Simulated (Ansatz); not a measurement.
Sb: equation of state with PBEsol

The system is Sb.

```
CELL_PARAMETERS angstrom
3.16000 0.00000 0.00000
0.00000 3.16000 0.00000
0.00000 0.00000 3.16000
ATOMIC_POSITIONS crystal
Sb 0.00000 0.00000 0.00000
```

This isn't the form of Sb at room conditions, which is rhombohedral.

```yaml
Program: Ansatz 0.2.0
Task: equation of state
Functional: PBEsol
Potentials_or_basis: all-electron LAPW, scalar-relativistic
Basis_error_allowed: 0.0005 eV/atom
k_mesh: 8 × 8 × 8
Occupations: fermi-dirac, width 0.05 eV
Spin: no spin polarisation
```

The equilibrium volume is 28.90 Å³/atom (rough: see the caveat) and the bulk modulus is 65 GPa (rough).

Energy against volume, from the lowest point:
```csv
volume (Å³/atom),energy (meV/atom)
29.661,0.00
30.292,8.63
30.923,21.52
31.554,38.16
32.186,58.10
32.817,80.95
33.448,106.34
```

All runs of the series together: 15 s on 1 thread of Intel(R) Xeon(R) 6975P-C (Granite Rapids) (shared host).

Caveat: the minimum lies outside the volumes run. The run has no spin-orbit coupling, so splittings on Sb are missing.
